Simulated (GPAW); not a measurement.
# C (Fd-3m) in GPAW: notebook, part 2 of 3

GPAW 26.7.0.

## 4. Hybrid scf, r2SCAN-X

run.py

```python
import numpy as np
from ase.dft.bandgap import bandgap
from ase.io import read, write
from gpaw import GPAW, PW
from gpaw.xc import parametrizedxc

class ScaledMGGA(parametrizedxc.ParametrizedKernel):
    """Weighted sum of Libxc meta-GGA parts, named like '0.75_MGGA_X_..+1.0_MGGA_C_..'."""
    def __init__(self, name):
        super().__init__(name)
        self.type = 'MGGA'

    def calculate(self, e_g, n_sg, dedn_sg, sigma_xg, dedsigma_xg, tau_sg, dedtau_sg):
        e_g[:] = dedsigma_xg[:] = dedtau_sg[:] = 0.0
        for kernel, c in zip(self.kernels, self.coefs):
            e, v, s, t = [np.zeros_like(x) for x in [e_g, dedn_sg, dedsigma_xg, dedtau_sg]]
            kernel.calculate(e, n_sg, v, sigma_xg, s, tau_sg, t)
            e_g += c * e
            dedn_sg += c * v
            dedsigma_xg += c * s
            dedtau_sg += c * t

parametrizedxc.ParametrizedKernel = ScaledMGGA

atoms = read('POSCAR')

calc = GPAW(mode=PW(550),
            xc={'name': '0.750_MGGA_X_R2SCAN+1.0_MGGA_C_R2SCAN', 'fraction': 0.25, 'omega': 0.0, 'backend': 'pw'},
            kpts={'size': (5, 5, 5), 'gamma': True},
            occupations={'name': 'fermi-dirac', 'width': 0.001},
            nbands=11,
            convergence={'density': 0.0001},
            maxiter=40,
            txt='gpaw.txt')
atoms.calc = calc
energy = atoms.get_potential_energy()
calc.write('gs.gpw')
write('result.traj', atoms)
print(f'Energy: {energy:.6f} eV')
print('Fermi level:', round(calc.get_fermi_level(), 4), 'eV')
print(f'Gap: {bandgap(calc)[0]:.4f} eV, direct: {bandgap(calc, direct=True)[0]:.4f} eV')
```

POSCAR

```
C
1.0
    0.0000000000      1.7833700000      1.7833700000
    1.7833700000      0.0000000000      1.7833700000
    1.7833700000      1.7833700000      0.0000000000
C
2
Direct
    0.7500000000      0.7500000000      0.7500000000
    0.5000000000      0.5000000000      0.5000000000
```

Potentials or basis: GPAW PAW data sets (gpaw-data 1.2.1), pw.

Started as:

```bash
$ OMP_NUM_THREADS=1 python run.py
```

gpaw.txt:

```text
__  _  _
 | _ |_)|_||  |
 |__||  | ||/\| - 26.7.0

Input parameters:
  mode=PW(ecut=550.0),
  convergence={'density': 0.0001},
  kpts=MonkhorstPack(size=(5, 5, 5), gamma=True),
  maxiter=40,
  nbands=11,
  occupations=Occupations(name='fermi-dirac', width=0.001),
  xc=XC(name='0.750_MGGA_X_R2SCAN+1.0_MGGA_C_R2SCAN', fraction=0.25, omega=0.0, backend='pw')

Diagonalizing LCAO Hamiltonian
Converting LCAO to pw mode

          C
       C

Atoms  # Å, Bohr magnetons
|   | symbol |        x |        y |        z |    initial magnetic moments |
|---|--------|----------|----------|----------|-----------------------------|
| 0 |      C | 2.675055 | 2.675055 | 2.675055 | ( 0.0000,  0.0000,  0.0000) |
| 1 |      C | 1.783370 | 1.783370 | 1.783370 | ( 0.0000,  0.0000,  0.0000) |

Unit cell  # Å
| periodic |        x |        y |        z |  lengths |    angles |
|----------|----------|----------|----------|----------|-----------|
|      yes | 0.000000 | 1.783370 | 1.783370 | 2.522066 | 60.000000 |
|      yes | 1.783370 | 0.000000 | 1.783370 | 2.522066 | 60.000000 |
|      yes | 1.783370 | 1.783370 | 0.000000 | 2.522066 | 60.000000 |

Number of symmetries: 24
Symmetry operations  # r_c * U_cc + t_c -> r_c
|    | kind |            matrix            |
|----|------|------------------------------|
|  0 |  E   |  1, 0, 0,  0, 1, 0,  0, 0, 1 |
|  1 |  σ   |  1, 0, 0,  0, 0, 1,  0, 1, 0 |
|  2 |  σ   |  1, 0,-1,  0, 1,-1,  0, 0,-1 |
|  3 |  C3  |  1, 0,-1,  0, 0,-1,  0, 1,-1 |
|  4 |  C3  |  1,-1, 0,  0,-1, 1,  0,-1, 0 |
|  5 |  σ   |  1,-1, 0,  0,-1, 0,  0,-1, 1 |
|  6 |  σ   |  0, 1, 0,  1, 0, 0,  0, 0, 1 |
|  7 |  C3  |  0, 1, 0,  0, 0, 1,  1, 0, 0 |
|  8 |  C2  |  0, 1,-1,  1, 0,-1,  0, 0,-1 |
|  9 |  S4  |  0, 1,-1,  0, 0,-1,  1, 0,-1 |
| 10 |  C3  |  0, 0, 1,  1, 0, 0,  0, 1, 0 |
| 11 |  σ   |  0, 0, 1,  0, 1, 0,  1, 0, 0 |
| 12 |  S4  |  0, 0,-1,  1, 0,-1,  0, 1,-1 |
| 13 |  C3  |  0, 0,-1,  0, 1,-1,  1, 0,-1 |
| 14 |  S4  |  0,-1, 1,  1,-1, 0,  0,-1, 0 |
| 15 |  C2  |  0,-1, 1,  0,-1, 0,  1,-1, 0 |
| 16 |  C3  |  0,-1, 0,  1,-1, 0,  0,-1, 1 |
| 17 |  S4  |  0,-1, 0,  0,-1, 1,  1,-1, 0 |
| 18 |  S4  | -1, 1, 0, -1, 0, 1, -1, 0, 0 |
| 19 |  C3  | -1, 1, 0, -1, 0, 0, -1, 0, 1 |
| 20 |  C3  | -1, 0, 1, -1, 1, 0, -1, 0, 0 |
| 21 |  S4  | -1, 0, 1, -1, 0, 0, -1, 1, 0 |
| 22 |  σ   | -1, 0, 0, -1, 1, 0, -1, 0, 1 |
| 23 |  C2  | -1, 0, 0, -1, 0, 1, -1, 1, 0 |

BZ-sampling:
  Number of BZ points: 125
  Number of IBZ points: 10

  Monkhorst-Pack size: [5, 5, 5]
  Monkhorst-Pack shift: [0, 0, 0]

K-points  # in reciprocal-cell coordinates
|   |                                coordinates |     weight |
|---|--------------------------------------------|------------|
| 0 | (  0.00000000,   0.00000000,   0.00000000) | 0.00800000 |
| 1 | (  0.20000000,   0.20000000,   0.00000000) | 0.04800000 |
| 2 | (  0.20000000,   0.20000000,   0.20000000) | 0.06400000 |
| 3 | (  0.40000000,   0.20000000,  -0.20000000) | 0.19200000 |
| 4 | (  0.40000000,   0.20000000,   0.20000000) | 0.09600000 |
| 5 | (  0.40000000,   0.40000000,  -0.40000000) | 0.19200000 |
| 6 | (  0.40000000,   0.40000000,  -0.20000000) | 0.09600000 |
| 7 | (  0.40000000,   0.40000000,   0.00000000) | 0.04800000 |
| 8 | (  0.40000000,   0.40000000,   0.20000000) | 0.19200000 |
| 9 | (  0.40000000,   0.40000000,   0.40000000) | 0.06400000 |

Plane wave coefficients: 343
Cutoff: 550.0 eV

Spin-components: 1 (collinear spins)
Bands:           11
Projectors:      10
Spin-degeneracy: 2
Datatype:        complex128

Parallelization:
  kpt:    1
  domain: 1
  band:   1

Density:
  Valence electrons: 8.0
  Components: 1
  Grid points: [14 14 14]
  Charge: 0.0  # |e|

Potential:
  Grid points: [14 14 14]

species:
  C:
    name:    Carbon
    Z:       6.0
    valence: 4
    core:    2
    charge:  0.0  # [|e|]
    compensation charges:
      type: gauss
      rc: 0.20  # [Å]
      lmax: 2
    cutoffs:
      filter: 1.14  # [Å]
      core: 1.14  # [Å]
    projectors
    | kind |    occ | energy [eV] | rcut [Å] |
    |------|--------|-------------|----------|
    |   2s |  2.000 |     -13.751 |    0.635 |
    |   2p |  2.000 |      -5.284 |    0.635 |
    |    s |        |      13.461 |    0.635 |
    |    p |        |      21.927 |    0.635 |
    |    d |        |       0.000 |    0.635 |

    Using partial waves for C as LCAO basis

Reference energy: -2055.256231  # eV

eigensolver:
  PPCG
  Converge bands: occupied
  niter=2

density mixing:
  MSR1-Mixer
  Pratt-step length: 0.05
  Maximum mixing coefficient: 0.75
  Old densities: 10
  SVD Regularization: 0.005
  Good broyden scale: 1.0
  Trust region scale: 1.0
  Backstep threshold: 4.0
  History deletion threshold: 6.0
  Fourier metric: weight=20.0, sigma=0.015

occupation numbers:
  Fermi-Dirac:
    width: 0.0010  # eV

poisson solver:
  ecut: 4400.0  # eV

xc functional:
  name: 0.750_MGGA_X_R2SCAN+1.0_MGGA_C_R2SCAN with 2 nearest neighbor stencil

convergence criteria:
- Maximum integral of absolute [dens]ity change: 0.0001 electrons / valence electron
- Maximum [total energy] change in last 3 cyles: 0.0005 eV / valence electron
- Maximum integral of absolute [eigenst]ate change: 4e-08 eV^2 / valence electron
maximum number of iterations: 40

IBZ(<points: 10, symmetries: 24>)
Occupied bands: 4
SCF iterations
|iter     | |      energy | eigst |  dens |
|---------|-|-------------|-------|-------|
|iter:   1| |  -89.954597 | +0.21 |       |
|iter:   2| |  -19.849183 | -0.88 | -0.75 |
|iter:   3| |  -19.656071 | -2.21 | -0.82 |
|iter:   4| |  -19.479387 | -2.26 | -1.03 |
|iter:   5| |  -19.465179 | -3.26 | -1.47 |
|iter:   6| |  -19.449638 | -3.00 | -1.61 |
|iter:   7| |  -19.449807 | -4.23 | -2.33 |
|iter:   8| |  -19.449878c| -6.15 | -3.15 |
|iter:   9| |  -19.449879c| -8.03c| -4.19c|

Converged in 9 steps
Energy contributions relative to reference atoms: (reference = -2055.256231)

Energy contributions:
  Kinetic:          12.399030
  Coulomb:         -11.570866
  Zero:              0.010230
  External:          0.000000
  Xc:               50.805327
  Entropy:          -0.000000
  Spinorbit:         0.000000
  Hybrid_Xc_Cc:       -47.453460
  Hybrid_Xc_Vc:        -2.007743
  Hybrid_Xc_Vv:       -21.632397
  ----------------------------
  Free energy:     -19.449879
  Extrapolated:    -19.449879

dipole moment: (2.155662, 2.155662, 2.155662)  # |e|*Ang

Fermi level: 12.953
Eigenvalues  # (at kpt = [0.000, 0.000, 0.000])
| band index |      eig [eV] | occ [0-2] |
|------------|---------------|-----------|
|          0 |       -13.256 |     2.000 |
|          1 |        11.081 |     2.000 |
|          2 |        11.081 |     2.000 |
|          3 |        11.081 |     2.000 |
|          4 |        18.943 |     0.000 |
|          5 |        18.943 |     0.000 |
|          6 |        18.943 |     0.000 |
|          7 |        27.395 |     0.000 |
|          8 |        33.459 |     0.000 |
|          9 |        40.616 |     0.000 |
|         10 |        40.619 |     0.000 |

Gap: 6.195 eV
Transition (v -> c):
  (s=0, k=0, n=3, [0.00, 0.00, 0.00]) -> (s=0, k=7, n=4, [0.40, 0.40, 0.00])
Direct/indirect transitions are different
Direct gap: 7.862 eV
Transition at: (s=0, k=0, n=3, [0.00, 0.00, 0.00])
# Writing to gs.gpw (mode='')
```

It took 4.6 min on 1 thread of Arm Neoverse V2, shared host; peak memory 0.18 GiB.

Results:

```
Free energy            : -19.4499 eV
Band gap on the k mesh : 6.19 eV, indirect (least direct gap 7.86 eV)
```

Caveat: the k mesh is coarse (spacing up to 0.61 Å⁻¹), so the values aren't converged; the scaled meta-GGA exchange is a class typed in the script; an odd mesh through Γ misses points on the zone boundary, where band edges often lie.

(Part 2 of 3 ends here.)
